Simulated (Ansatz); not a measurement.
C$_{4}$H$_{6}$ (`C1[C@H]2C[C@@H]12`): measurement beside calculation (Ansatz, PBE0-D4/def2-TZVP geometry).

Z-matrix (Å, degrees):
```
C
C 1 1.489
C 1 1.489 2 59.5
H 1 1.086 2 117.0 3 -106.9
H 1 1.091 2 119.1 3 108.5
C 2 1.489 1 98.3 3 -48.6
H 2 1.078 1 130.1 3 118.8
H 3 1.078 1 130.1 2 -118.8
H 6 1.091 2 119.1 1 -59.9
H 6 1.086 2 117.0 1 155.5
```

Enthalpy of formation at 298 K: 51.9 kcal/mol (zero for an element's reference state; older measured values of the G2 set, as listed by Staroverov and co-workers, J. Chem. Phys. 119, 12129, 2003). With their computed zero-point and thermal terms and the atoms' enthalpies of Curtiss and co-workers (1997) it gives an electronic atomization energy of 987.1 kcal/mol.

| level | atomization (kcal/mol) | error | error per bond |
| --- | --- | --- | --- |
| LDA (SPW92) | 1134.9 | 147.9 | 13.4 |
| PBE-D4 | 1015.8 | 28.7 | 2.6 |
| revPBE-D4 | 991.3 | 4.2 | 0.4 |
| BLYP-D4 | 980.0 | -7.0 | -0.6 |
| r2SCAN-D4 | 991.7 | 4.7 | 0.4 |
| B97M-V | 991.8 | 4.7 | 0.4 |
| PBE0-D4 | 1001.3 | 14.2 | 1.3 |
| B3LYP-D4 | 984.4 | -2.6 | -0.2 |
| r2SCANh-D4 | 987.5 | 0.4 | 0.0 |
| r2SCAN0-D4 | 981.4 | -5.6 | -0.5 |
| HSE06-D4 | 1001.8 | 14.8 | 1.3 |
| BHLYP-D4 | 958.0 | -29.0 | -2.6 |
| CAM-B3LYP-D4 | 989.2 | 2.2 | 0.2 |
| ωB97X-V | 989.6 | 2.5 | 0.2 |
| ωB97M-V | 990.0 | 2.9 | 0.3 |
| B2PLYP | 977.0 | -10.1 | -0.9 |
| PBE-QIDH | 991.8 | 4.7 | 0.4 |
| PBE | 1012.2 | 25.2 | 2.3 |
| revPBE | 977.9 | -9.1 | -0.8 |
| BLYP | 971.8 | -15.3 | -1.4 |
| r2SCAN | 990.9 | 3.8 | 0.3 |
| PBE0 | 998.3 | 11.3 | 1.0 |
| B3LYP | 978.7 | -8.3 | -0.8 |
| r2SCANh | 986.6 | -0.5 | 0.0 |
| r2SCAN0 | 980.5 | -6.6 | -0.6 |
| HSE06 | 999.2 | 12.1 | 1.1 |
| BHLYP | 954.2 | -32.9 | -3.0 |
| CAM-B3LYP | 986.4 | -0.7 | -0.1 |
| LC-ωPBE | 995.1 | 8.1 | 0.7 |
| HF/def2-TZVPP | 728.4 | -258.7 | -23.5 |
| MP2/def2-TZVPP | 981.0 | -6.0 | -0.5 |
| SCS-MP2/def2-TZVPP | 972.8 | -14.3 | -1.3 |
| CCSD/def2-TZVPP | 947.2 | -39.9 | -3.6 |
| CCSD(T)/def2-TZVPP | 961.7 | -25.3 | -2.3 |
| HF/def2-QZVPP | 729.2 | -257.9 | -23.4 |
| MP2/def2-QZVPP | 993.9 | 6.8 | 0.6 |
| SCS-MP2/def2-QZVPP | 987.2 | 0.2 | 0.0 |
| HF/CBS(def2) | 729.3 | -257.7 | -23.4 |
| MP2/CBS(def2) | 1002.9 | 15.8 | 1.4 |
| CCSD/CBS(def2) | 969.1 | -18.0 | -1.6 |
| CCSD(T)/CBS(def2) | 983.6 | -3.5 | -0.3 |

Functionals use def2-TZVPP; B3LYP here is the variant with VWN-RPA as its local correlation; programs differ in this. The calculations leave out spin–orbit coupling, scalar relativity and, for the correlated methods, core correlation; together these are worth up to about 1 kcal/mol a heavy atom. HSE06 is defined as in plane-wave codes. CBS adds triple-zeta CCSD(T) − MP2 to the MP2 limit. T1 = 0.009.
